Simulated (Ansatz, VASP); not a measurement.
# Sb: VASP beside Ansatz

```
CELL_PARAMETERS angstrom
3.41333 0.00000 0.00000
-1.70667 2.95603 0.00000
0.00000 0.00000 5.40014
ATOMIC_POSITIONS crystal
Sb 0.33333 0.66667 0.25000
Sb 0.66667 0.33333 0.75000
```

Change from the starting cell: volume scaled by 1.04.

Alike in both runs: task single point; functional PBEsol; k mesh 12 × 12 × 7; occupations fermi-dirac, width 0.05 eV; no spin polarisation.

|  | VASP | Ansatz |
| --- | --- | --- |
| version | VASP 6.6.1 | Ansatz 0.2.0 |
| potentials or method | VASP PAW PBE potentials, release 64 (Sb), cutoff 520 eV | all-electron LAPW, scalar-relativistic |

```csv
,VASP,Ansatz,Ansatz less VASP
pressure (GPa),-2.7,-2.6,+0.04
largest component of the traceless stress (GPa),0.77,0.77,0.000
```

Ansatz ran all-electron here, so the differences hold the error of VASP's frozen core and of both bases.

Caveats: the PAW data sets were made with another functional, which shifts forces and pressure a little (VASP). The runs have no spin-orbit coupling, so splittings on Sb are missing.
